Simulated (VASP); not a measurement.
# Ir3O8 (a cell with a defect) in VASP: relaxation of the atoms with PBE

Aim: the relaxation of the atoms of Ir3O8 (a cell with a defect) with PBE.

All numbers are computed with VASP 6.6.1; they aren't measurements. Logs are shortened: lines on timing, memory, paths and dates and some standing lists are left out, and cuts for length are marked.

## Step 1: The crystal as given

The cell holds a defect, 11 atoms: a = 5.566 Å, b = 5.566 Å, c = 6.451 Å, α = 54.58°, β = 54.58°, γ = 70.83°.

The cell was built by a generator and needn't be a form met in nature.

## Step 2: Relaxation of the atoms, PBE

Contents of INCAR:

```
PREC = Accurate
ENCUT = 520
EDIFF = 1E-6
ISMEAR = -1
SIGMA = 0.5
LREAL = False
LASPH = True
NELM = 100
ALGO = Fast
ISIF = 2
LWAVE = False
LCHARG = False
GGA = PE
IBRION = 2
NSW = 90
EDIFFG = -0.02
```

Contents of KPOINTS:

```
regular mesh
0
Gamma
  4 4 4
```

Contents of POSCAR:

```
Ir3O8
1.0
    0.0000000000      4.5612761000      3.1890623700
    4.5612761000      0.0000000000      3.1890623700
    4.5612761000      4.5612761000      0.0000000000
Ir O
3 8
Direct
    0.2500000000      0.2500000000      0.2500000000
    0.7500000000      0.7500000000      0.7500000000
    0.0000000000      0.0000000000      0.0000000000
    0.0000000000      0.0000000000      0.6918571900
    0.5000000000      0.5000000000      0.1918571900
    0.4418571900      0.0581428100      0.7500000000
    0.9418571900      0.5581428100      0.2500000000
    0.0000000000      0.0000000000      0.3081428100
    0.5000000000      0.5000000000      0.8081428100
    0.0581428100      0.4418571900      0.7500000000
    0.5581428100      0.9418571900      0.2500000000
```

Potentials or basis: VASP PAW PBE potentials, release 64 (Ir, O).

The run is started by

```sh
$ cat potpaw_PBE.64/Ir/POTCAR potpaw_PBE.64/O/POTCAR > POTCAR
$ mpirun -np 1 vasp_std > vasp.out
```

OUTCAR:

```text
PREC = Accurate
   ENCUT = 520
   EDIFF = 1E-6
   ISMEAR = -1
   LREAL = False
   LASPH = True
   NELM = 100
   ISIF = 2
   GGA = PE
   IBRION = 2
   NSW = 90
   EDIFFG = -0.02

 ion  position               nearest neighbor table
   1  0.250  0.250  0.250-   7 1.99  11 1.99   4 2.02   8 2.02   9 2.02   5 2.02   2 3.19   2 3.19

   2  0.750  0.750  0.750-   6 1.99  10 1.99   4 2.02   8 2.02   9 2.02   5 2.02   1 3.19   1 3.19

   3  0.000  0.000  0.000-   4 1.99   8 1.99   7 2.02   6 2.02  10 2.02  11 2.02
   4  0.000  0.000  0.692-   3 1.99   2 2.02   1 2.02
   5  0.500  0.500  0.192-   1 2.02   2 2.02
   6  0.442  0.058  0.750-   2 1.99   3 2.02
   7  0.942  0.558  0.250-   1 1.99   3 2.02
   8  0.000  0.000  0.308-   3 1.99   2 2.02   1 2.02
   9  0.500  0.500  0.808-   1 2.02   2 2.02
  10  0.058  0.442  0.750-   2 1.99   3 2.02
  11  0.558  0.942  0.250-   1 1.99   3 2.02

  LATTYP: Found a body centered tetragonal cell.
 ALAT       =     6.4506185223
 C/A-ratio  =     0.9887617316

  Lattice vectors:

 A1 = (   0.0000000000,  -4.5612761000,  -3.1890623700)
 A2 = (   0.0000000000,   4.5612761000,  -3.1890623700)
 A3 = (   4.5612761000,   0.0000000000,   3.1890623700)

Analysis of symmetry for initial positions (statically):
=====================================================================
 Subroutine PRICEL returns:
 Original cell was already a primitive cell.

 Routine SETGRP: Setting up the symmetry group for a
 body centered tetragonal supercell.

 Subroutine GETGRP returns: Found  8 space group operations
 (whereof  8 operations were pure point group operations)
 out of a pool of 16 trial point group operations.

The static configuration has the point symmetry D_2h.

Analysis of symmetry for dynamics (positions and initial velocities):
=====================================================================
 Subroutine PRICEL returns:
 Original cell was already a primitive cell.

 Routine SETGRP: Setting up the symmetry group for a
 body centered tetragonal supercell.

 Subroutine GETGRP returns: Found  8 space group operations
 (whereof  8 operations were pure point group operations)
 out of a pool of 16 trial point group operations.

The dynamic configuration has the point symmetry D_2h.

 Subroutine INISYM returns: Found  8 space group operations
 (whereof  8 operations are pure point group operations),
 and found     1 'primitive' translations

----------------------------------------------------------------------------------------

                                     Primitive cell

  volume of cell :     132.6984

  direct lattice vectors                    reciprocal lattice vectors
     0.000000000  4.561276100  3.189062370    -0.109618446  0.109618446  0.156785896
     4.561276100  0.000000000  3.189062370     0.109618446 -0.109618446  0.156785896
     4.561276100  4.561276100  0.000000000     0.109618446  0.109618446 -0.156785896

  length of vectors
     5.565551047  5.565551047  6.450618522     0.220486337  0.220486337  0.220486337

  position of ions in fractional coordinates (direct lattice)
     0.250000000  0.250000000  0.250000000
     0.750000000  0.750000000  0.750000000
     0.000000000  0.000000000  0.000000000
     0.000000000  0.000000000  0.691857190
     0.500000000  0.500000000  0.191857190
     0.441857190  0.058142810  0.750000000
     0.941857190  0.558142810  0.250000000
     0.000000000  0.000000000  0.308142810
     0.500000000  0.500000000  0.808142810
     0.058142810  0.441857190  0.750000000
     0.558142810  0.941857190  0.250000000

  ion indices of the primitive-cell ions
   primitive index   ion index
                 1           1
                 2           2
                 3           3
                 4           4
                 5           5
                 6           6
                 7           7
                 8           8
                 9           9
                10          10
                11          11

----------------------------------------------------------------------------------------

 KPOINTS: regular mesh

Automatic generation of k-mesh.
 Grid dimensions read from file:
 generate k-points for:    4    4    4

 Generating k-lattice:

  Cartesian coordinates                     Fractional coordinates (reciprocal lattice)
    -0.027404612  0.027404612  0.039196474     0.250000000  0.000000000  0.000000000
     0.027404612 -0.027404612  0.039196474     0.000000000  0.250000000  0.000000000
     0.027404612  0.027404612 -0.039196474     0.000000000  0.000000000  0.250000000

  Length of vectors
     0.055121584  0.055121584  0.055121584

  Shift w.r.t. Gamma in fractional coordinates (k-lattice)
     0.000000000  0.000000000  0.000000000

 Subroutine IBZKPT returns following result:
 ===========================================

 Found     18 irreducible k-points:

 Following reciprocal coordinates:
            Coordinates               Weight
  0.000000  0.000000  0.000000      1.000000
  0.250000 -0.000000  0.000000      4.000000
 -0.000000 -0.000000 -0.250000      4.000000
  0.500000 -0.000000  0.000000      2.000000
  0.000000  0.000000  0.500000      2.000000
  0.250000  0.250000  0.000000      2.000000
[... 10 lines left out ...]
  0.500000  0.000000  0.500000      2.000000
 -0.250000  0.250000  0.500000      2.000000
   k-points           NKPTS =     18   k-points in BZ     NKDIM =     18   number of bands    NBANDS=     45
   number of dos      NEDOS =    301   number of ions     NIONS =     11
   total plane-waves  NPLWV =  84672
   dimension x,y,z NGX =    42 NGY =   42 NGZ =   48
   dimension x,y,z NGXF=    84 NGYF=   84 NGZF=   96
   ions per type =               3   8
   NGX,Y,Z   is equivalent  to a cutoff of  12.55, 12.55, 12.37 a.u.
   NGXF,Y,Z  is equivalent  to a cutoff of  25.09, 25.09, 24.74 a.u.
 SYSTEM =  unknown system
   PREC   = accura    normal or accurate (medium, high low for compatibility)
   ISTART =      0    job   : 0-new  1-cont  2-samecut
   ICHARG =      2    charge: 1-file 2-atom 10-const
   ISPIN  =      1    spin polarized calculation?
   LNONCOLLINEAR =      F non collinear calculations
   LSORBIT =      F    spin-orbit coupling
   LASPH  =      T    aspherical Exc in radial PAW
   ENCUT  =  520.0 eV  38.22 Ry    6.18 a.u.  10.35 10.35 11.99*2*pi/ulx,y,z
   NELM   =    100;   NELMIN=  2; NELMDL= -5     # of ELM steps
   EDIFF  = 0.1E-05   stopping-criterion for ELM
   LREAL  =      F    real-space projection
   EDIFFG = -.2E-01   stopping-criterion for IOM
   NSW    =     90    number of steps for IOM
   IBRION =      2    ionic relax: 0-MD 1-quasi-New 2-CG
   NFREE  =      1    steps in history (QN), initial steepest desc. (CG)
   ISIF   =      2    stress and relaxation
   ISYM   =      2    0-nonsym 1-usesym 2-fastsym
   POTIM  = 0.5000    time-step for ionic-motion
   TEBEG  =    0.0;   TEEND  =   0.0 temperature during run
   PSTRESS=    0.0 pullay stress
   NELECT =      75.0000    total number of electrons
   NUPDOWN=      -1.0000    fix difference up-down
   EMIN   =  10.00;   EMAX   =-10.00  energy-range for DOS
   EFERMI =   0.00;   METHOD = LEGACY
   ISMEAR =    -1;   SIGMA  =   0.50  broadening in eV -4-tet -1-fermi 0-gaus
   EFERMI_NEDOS =   21; number of points for ismear=-14 and -15
   IALGO  =     68    algorithm
   IMIX   =      4    mixing-type and parameters
     AMIX     =   0.40;   BMIX     =  1.00
     AMIX_MAG =   1.60;   BMIX_MAG =  1.00
  volume/ion in A,a.u.               =      12.06        81.41
  Fermi-wavevector in a.u.,A,eV,Ry     =   1.353547  2.557833 24.927091  1.832089
  Thomas-Fermi vector in A             =   2.480793
   LORBIT       =      0    0 simple, 1 ext, 2 COOP (PROOUT), +10 PAW based schemes
   GGA     = PE    functional components
   LHFCALC =     F    Hartree Fock is set to
   AEXX    =    0.0000 exact exchange contribution
   IVDW    =     0    specifies the selected vdW correction
   LEPSILON=     F    determine dielectric tensor
   LRPA    =     F    only Hartree local field effects (RPA)
 conjugate gradient relaxation of ions
 non-spin polarized calculation
 RMM-DIIS sequential band-by-band and
  energy-cutoff  :      520.00
  volume of cell :      132.70
 maximum number of plane-waves:      3584
 NGX is ok and might be reduce to    42
   NGX = 21   NGY = 21   NGZ = 23

--------------------------------------- Ionic step        1  -------------------------------------------

 number of electron      75.0000009 magnetization

 Free energy of the ion-electron system (eV)
  ---------------------------------------------------
  ext. energy  EPLUGINS =         0.00000000
  ---------------------------------------------------
  free energy    TOTEN  =       -74.58203125 eV

  energy without entropy =      -69.29436978  energy(sigma->0) =      -71.93820051

------------------------ aborting loop because EDIFF is reached ----------------------------------------

  FORCE on cell =-STRESS in cart. coord.  units (eV):
  Direction    XX          YY          ZZ          XY          YZ          ZX
  --------------------------------------------------------------------------------------
  -------------------------------------------------------------------------------------
  Total       -5.4807172     -5.4807172    -13.1331753      4.4930304      0.0000000      0.0000000
  in kB      -66.1732167    -66.1732167   -158.5676505     54.2480597      0.0000000      0.0000000
  external PRESSURE =     -96.9713613 kB  Pullay stress =       0.0000000 kB
[... 116 lines left out ...]
  FREE ENERGIE OF THE ION-ELECTRON SYSTEM (eV)
  ---------------------------------------------------
  free  energy   TOTEN  =       -75.0146926499 eV

  energy  without entropy=      -69.9244740822  energy(sigma->0) =      -72.46958337

[... ionic steps 4 to 8 ...]

--------------------------------------- Ionic step        9  -------------------------------------------

 number of electron      75.0000012 magnetization

------------------------ aborting loop because EDIFF is reached ----------------------------------------

  FORCE on cell =-STRESS in cart. coord.  units (eV):
  Direction    XX          YY          ZZ          XY          YZ          ZX
  --------------------------------------------------------------------------------------
  -------------------------------------------------------------------------------------
  Total       -0.1518358     -0.1518358     -4.2324751      1.0529066      0.0000000      0.0000000
  in kB       -1.8332391     -1.8332391    -51.1021604     12.7126091      0.0000000      0.0000000
  external PRESSURE =     -18.2562129 kB  Pullay stress =       0.0000000 kB
[... 75 lines left out ...]
  energy  without entropy=      -70.4086070028  energy(sigma->0) =      -72.86545782

--------------------------------------- Ionic step       11  -------------------------------------------

 number of electron      75.0000012 magnetization

 Free energy of the ion-electron system (eV)
  ---------------------------------------------------
  ext. energy  EPLUGINS =         0.00000000
  ---------------------------------------------------
  free energy    TOTEN  =       -75.32231845 eV

  energy without entropy =      -70.40844673  energy(sigma->0) =      -72.86538259

 E-fermi :   3.1569     XC(G=0): -10.8199

 val. band max:        3.1453533035   @ k =  -0.2500   0.0000   0.2500
 cond. band min:       3.1612951651   @ k =  -0.2500   0.2500   0.5000
 fundamental gap:      0.0159418616
 Fermi energy:         3.1569358466

 k-point     1 :       0.0000    0.0000    0.0000
  band No.  band energies     occupation
      1     -16.7493      2.00000
      2     -15.6445      2.00000
      3     -15.4114      2.00000
      4     -15.2667      2.00000
      5     -15.1707      2.00000
      6     -15.0631      2.00000
[... 891 lines left out ...]
  FREE ENERGIE OF THE ION-ELECTRON SYSTEM (eV)
  ---------------------------------------------------
  free  energy   TOTEN  =       -75.3223184475 eV

  energy  without entropy=      -70.4084467260  energy(sigma->0) =      -72.86538259

 reached required accuracy - stopping structural energy minimisation
```

Run time: 18 min. Hardware: 1 thread of Intel Xeon Platinum 8488C (Sapphire Rapids), shared host; peak memory 0.32 GiB.

Results:

```yaml
Free_energy: -75.3223 eV
Energy_gained_by_relaxing: 67.3 meV/atom
Ionic_steps: 11
Pressure_after_relaxing: -1.9 GPa
Largest_force_after_relaxing: 0.015 eV/Å
Band_gap_on_the_k_mesh: none (metal or under the smearing width)
```

Forces on the atoms (eV/Å):
```
Ir   0.000  0.000 -0.004
Ir   0.000  0.000  0.004
Ir   0.000  0.000  0.000
O    0.011  0.011  0.000
O    0.006  0.006  0.000
O    0.000  0.000 -0.014
O    0.000  0.000  0.014
O   -0.011 -0.011  0.000
O   -0.006 -0.006  0.000
O    0.000  0.000 -0.014
O    0.000  0.000  0.014
```

Stress tensor (GPa, compression positive):
```
-0.18  1.09  0.00
 1.09 -0.18  0.00
 0.00  0.00 -5.31
```

The path:
| step | energy change (eV) | largest force (eV/Å) | pressure (GPa) |
| --- | --- | --- | --- |
| 1 | 0.0000 | 2.9266 | -9.70 |
| 2 | -0.1463 | 4.9565 | -0.39 |
| 3 | -0.4327 | 1.1896 | -5.83 |
| 4 | -0.6740 | 0.4999 | -2.88 |
| 5 | -0.6961 | 0.5886 | -1.58 |
| 6 | -0.7362 | 0.3023 | -1.98 |
| 7 | -0.7367 | 0.3231 | -2.00 |
| 8 | -0.7363 | 0.4496 | -1.62 |
| 9 | -0.7397 | 0.0659 | -1.83 |
| 10 | -0.7403 | 0.0209 | -1.90 |
| 11 | -0.7403 | 0.0151 | -1.89 |

Final structure:
```xyz
11
Lattice="0.0000 4.5613 3.1891 4.5613 0.0000 3.1891 4.5613 4.5613 0.0000" Properties=species:S:1:pos:R:3 pbc="T T T"
Ir    2.2806    2.2806    1.6664
Ir    6.8419    6.8419    4.7117
Ir    0.0000    0.0000    0.0000
O     3.1473    3.1473    0.0000
O     3.1447    3.1447    3.1891
O     3.6368    5.4857    1.4500
O     3.6368    5.4857    4.9281
O     1.4140    1.4140    0.0000
O     5.9779    5.9779    3.1891
O     5.4857    3.6368    1.4500
O     5.4857    3.6368    4.9281
```

Levels at points of the mesh, in eV from the Fermi level:
```csv
k point,band 35,band 36,band 37,band 38,band 39,band 40,band 41,band 42
"(0.00, 0.00, 0.00)",-1.16,-0.96,-0.83,-0.53,-0.35,0.11,1.08,2.01
"(0.50, 0.00, 0.00)",-0.68,-0.63,-0.04,-0.03,0.01,0.60,0.84,2.33
"(0.00, 0.00, 0.50)",-0.68,-0.63,-0.36,-0.27,0.22,0.30,0.86,2.25
"(0.50, 0.50, 0.00)",-0.62,-0.54,-0.10,-0.07,0.07,0.86,0.93,2.38
"(0.50, 0.00, 0.50)",-1.10,-1.00,-0.29,0.02,0.26,0.77,0.95,1.95
```

Caveat: an odd number of electrons without spin polarisation forces a metal; a magnetic or distorted state may lie lower. Spin-orbit coupling is left out, which matters for the levels of Ir.
